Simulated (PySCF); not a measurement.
Isomers of C2H2Cl2, one GFN2-xTB conformer each. Single-point energies are computed at PBE0/pcSseg-1 (PySCF, gas phase, no added dispersion term), electronic only.

Question: Rank them by PBE0/pcSseg-1 energy, lowest first (kJ/mol).
A. trans-1,2-dichloroethene, `C(/Cl)=C\Cl`
B. cis-1,2-dichloroethene (`Cl/C=C\Cl`)

Answer: B (0.0), A (2.2).

Neighbours under 10 kJ/mol apart (Cl/C=C\Cl and Cl/C=C/Cl) can change places with a better method, another conformer or zero-point energy. Cl/C=C\Cl and Cl/C=C/Cl are stereoisomers, 2.2 kJ/mol apart in the conformers taken. GFN2-xTB itself gives, in the same order: 3.5, 0.0. GFN2-xTB puts Cl/C=C/Cl lowest instead.

Which frontier levels, dipoles and rotational constants go with these structures?

| SMILES | HOMO (eV, PBE0/pcSseg-1) | LUMO (eV) | dipole (D) | A, B, C (MHz) |
| --- | --- | --- | --- | --- |
| Cl/C=C\Cl | -7.48 | -0.52 | 1.98 | 11481, 2588, 2112 |
| Cl/C=C/Cl | -7.44 | -0.63 | 0.00 | 53513, 1558, 1514 |
